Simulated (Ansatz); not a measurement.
Here is an Ansatz 0.2.0 calculation.

Contents of input.yaml:

```yaml
crystal:
  lattice:
    - [1.816178, -2.117624, 0.0]
    - [1.816178, 2.117624, 0.0]
    - [0.0, 0.0, 3.803934]
  atoms:
    - { symbol: Ti, position: [0.5, 0.5, 0.0] }
    - { symbol: Si, position: [0.0, 0.0, 0.5] }
hamiltonian:
  xc: pbesol
  pseudopotentials: { kind: paw }
  hubbard: { sites: [{ species: Ti, l: d, u_eff: 2.0 }] }
kpoints:
  mp_grid: { grid: [10, 10, 7] }
scf:
  occupations: { method: fermi_dirac, width: 0.05 }
  n_extra_bands: 6
output:
  forces: true
  stress: true
  eigenvalues: true
  dos: { projected: true, de: 0.05, nscf_kmesh: { grid: [15, 15, 11] } }
```

Potentials or basis: Ansatz PAW.

Run with:

```sh
$ ansatz run input.yaml --threads 2 --pin off --max-ram 5632MiB --backend cpu --events-out ev --progress --plain --runs-dir out
```

(1) Predict the density of states at the Fermi level.

(2) Estimate the pressure.

## Answers

(1) 0.95 states/eV per cell.

(2) -1.6 GPa.

Caveat: U without spin polarisation on a metal has little footing; the PAW data sets come from PBE, with cores solved anew for the run's functional, which leaves a small shift of forces and pressure; the U is typed as a test and isn't derived for this compound.
